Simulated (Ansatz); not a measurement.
In doubt: masses and optical values from hybrid runs of this build are listed as unsure, which bears on the screening that GW takes from such a start.

Rows from a G0W0 calculation on Ga6As5P (zincblende [001] superlattice) (Ansatz 0.2.0; G0W0 on HSE06, plane waves, PAW; PAW set soft_1; 4×4×2 mesh, 516 empty bands, screening to 90 eV, PAW set soft_1 files), in eV. Spin-orbit coupling is left out.

```
row  k  band  start       Σx  Σc at the solution      Vxc
  A  Γ    c4  9.685   -7.040              -3.644  -10.628
  B  Γ    c3  9.458   -7.308              -3.686  -10.992
  C  Γ    c1  9.005  -11.276              -3.506  -15.034
  D  Γ    v2  7.388  -16.871               1.210  -15.551
  E  Γ    v1  7.403  -16.520               0.917  -15.512
  F  Γ    c2  9.451   -6.582              -3.645  -10.133
```

**Question.** Work out each quasiparticle level and how far it moved.

The quasiparticle equation reads E = start + Σx + Σc(E) − Vxc.

```
row  E (eV)  shift (eV)
  A   9.629      −0.056
  B   9.457      −0.001
  C   9.257      +0.252
  D   7.279      −0.109
  E   7.312      −0.091
  F   9.356      −0.095
```

The gap over the computed points goes from 1.60 eV to 1.95 eV.

Limits: not at the basis limit; no spin-orbit coupling; coarse k mesh.

[Paths, hosts, dates, memory and timing lines, banners, echoed tables and standing remarks are left out of the program output.]

[Logs are printed without paths, hosts, clocks, repeated set-up lines and the standing remarks that a program may print on its own settings, such as how far it seeks lower states.]

[Runs of the session that timed out or met a known fault of the program may be left out.]

[Cells called generated may have been cut or substituted from an entry of the Crystallography Open Database or the Materials Project.]

[Hosts, paths, dates, database ids (printed as entryN), source tags and the programs' standing remarks are cut or masked in the printed files.]
